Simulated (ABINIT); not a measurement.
# MgO in ABINIT: the effect of functional

Crystal: MgO.

```
Mg O
1.0
     0.00000    2.09700    2.09700
     2.09700    0.00000    2.09700
     2.09700    2.09700    0.00000
Mg O
1 1
Direct
  0.00000 0.00000 0.00000
  0.50000 0.50000 0.50000
```

The cell is a database's computed one.

Alike in all runs:

| Property | Result |
| --- | --- |
| Program | ABINIT 10.8.3 (patched build) |
| Task | band structure |
| Potentials or basis | JTH PAW PBE v2.0 |
| Cutoff | 762 eV |
| k mesh | 11 × 11 × 11 |
| Occupations | fermi-dirac, width 0.05 eV |
| Spin | no spin polarisation |

```tsv
functional	gap on the mesh (eV)
LDA	4.78
PBEsol	4.76
RPBE	4.97
BLYP	5.13
AM05	4.84
r2SCAN	5.77
SCAN	5.74
revPBE	4.95
PW91	4.90
WC	4.79
TB-mBJ	?
```

**Question.** What does the run with functional TB-mBJ give?

**Answer.** gap on the mesh 7.09 eV.

Caveats: the constant c of TB-mBJ comes from the pseudo density here, which moves gaps by up to 0.3 eV between sets of potentials (some runs).

Runs at the PBE level aren't shown here.
